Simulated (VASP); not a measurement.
Cd:

```
CELL_PARAMETERS angstrom
1.73220 1.00008 2.63841
-1.73220 1.00008 2.63841
0.00000 -2.00017 2.63841
ATOMIC_POSITIONS crystal
Cd 0.00000 0.00000 0.00000
```

This isn't the form of Cd at room conditions, which is hcp.

The cell isn't the ideal one: volume scaled by 1.25.

```yaml
Program: VASP 6.6.1
Task: relaxation of cell and atoms
Functional: rSCAN
Dispersion: D3(BJ)
Potentials_or_basis: VASP PAW PBE potentials, release 64 (Cd)
Cutoff: 600 eV
k_mesh: 10 × 10 × 10
Occupations: methfessel-paxton, width 0.1 eV
Spin: no spin polarisation
```

At the start: pressure -7.4 GPa; volume 27.42 Å³/atom.

Problem. Where does the relaxation end?

Solution. Over 5 steps the energy falls by 199.8 meV/atom and the volume is 21.12 Å³/atom (-23.0 %); space group R-3m (No. 166, to 0.05 Å).

The path:
```tsv
step	energy change (eV)	largest force (eV/Å)	pressure (GPa)	volume (Å³)
1	0.0000	0.0000	-7.35	27.42
2	-0.1801	0.0000	-3.64	22.73
3	-0.1995	0.0000	-0.50	21.29
4	-0.1998	0.0000	0.09	21.08
5	-0.1998	0.0000	-0.01	21.12
```

Final structure:
```
CELL_PARAMETERS angstrom
1.59182 0.91904 2.40561
-1.59182 0.91904 2.40561
0.00000 -1.83808 2.40561
ATOMIC_POSITIONS crystal
Cd 0.00000 0.00000 0.00000
```

Caveat: the PAW data sets were made with another functional, which shifts forces and pressure a little; pairwise dispersion overbinds metals, which lowers pressure and volume.
